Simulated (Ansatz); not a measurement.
Crystal: Ta.

```
Ta
1.0
    -1.65128    1.65128    1.65128
     1.65128   -1.65128    1.65128
     1.65128    1.65128   -1.65128
Ta
1
Direct
  0.00000 0.00000 0.00000
```

Base run:

```yaml
Program: Ansatz 0.2.0
Functional: LDA
Potentials_or_basis: all-electron LAPW, relativistic spinors
Cutoff: 263 eV
Density_cutoff: 1052 eV
Basis_error_allowed: 0.001 eV/atom
k_mesh: 8 × 8 × 8
Occupations: fermi-dirac, width 0.05 eV
Spin: spin-orbit coupling, no magnetisation
```

Its results: pressure -10.8 GPa.

Problem. The run is repeated on the same cell with these changes: functional from LDA to PBE. What comes out?

Solution. Pressure 1.0 GPa.

PBE binds less tightly than LDA, so the same cell stands under more pressure.

Caveats: the k mesh is thin for a metal, which can move the energy by tens of meV per atom.

Not every run made on this cell is shown here.
